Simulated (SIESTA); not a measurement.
Crystal: CdS (Hawleyite).

```
CELL_PARAMETERS angstrom
5.83300 0.00000 0.00000
0.00000 5.83300 0.00000
0.00000 0.00000 5.83300
ATOMIC_POSITIONS crystal
Cd 0.00000 0.00000 0.00000
Cd 0.00000 0.50000 0.50000
Cd 0.50000 0.00000 0.50000
Cd 0.50000 0.50000 0.00000
S 0.25000 0.25000 0.25000
S 0.25000 0.75000 0.75000
S 0.75000 0.75000 0.25000
S 0.75000 0.25000 0.75000
```

Base run:

```yaml
Program: SIESTA 5.4.2
Functional: AM05
Potentials_or_basis: PseudoDojo 0.4 standard (PBEsol files)
Basis: DZP (energy shift 0.003 Ry; two zetas on semicore shells)
Grid_cutoff: 800 Ry
Energy_shift: 0.003 Ry
k_mesh: 5 × 5 × 5
Occupations: fermi-dirac, width 0.05 eV
Spin: no spin polarisation
```

Its results: band gap on the k mesh 1.34 eV; pressure 0.6 GPa.

Problem. After a change of settings the same cell gave: band gap on the k mesh 1.21 eV; pressure 0.1 GPa. Which change was it?
A. functional from AM05 to BLYP; potentials or basis from PseudoDojo 0.4 standard (PBEsol files) to PseudoDojo 0.4 standard (PBE files)
B. functional from AM05 to WC
C. functional from AM05 to RPBE; potentials or basis from PseudoDojo 0.4 standard (PBEsol files) to PseudoDojo 0.4 standard (PBE files)
D. functional from AM05 to LDA; potentials or basis from PseudoDojo 0.4 standard (PBEsol files) to PseudoDojo 0.4 standard (LDA files)

Solution. B.

Caveats: the potentials were made for another functional, which shifts forces and pressure; an odd mesh through Γ misses points on the zone boundary, where band edges often lie; the basis of atomic orbitals isn't converged, which shifts pressures, moduli and gaps.

Not every run made on this cell is shown here.
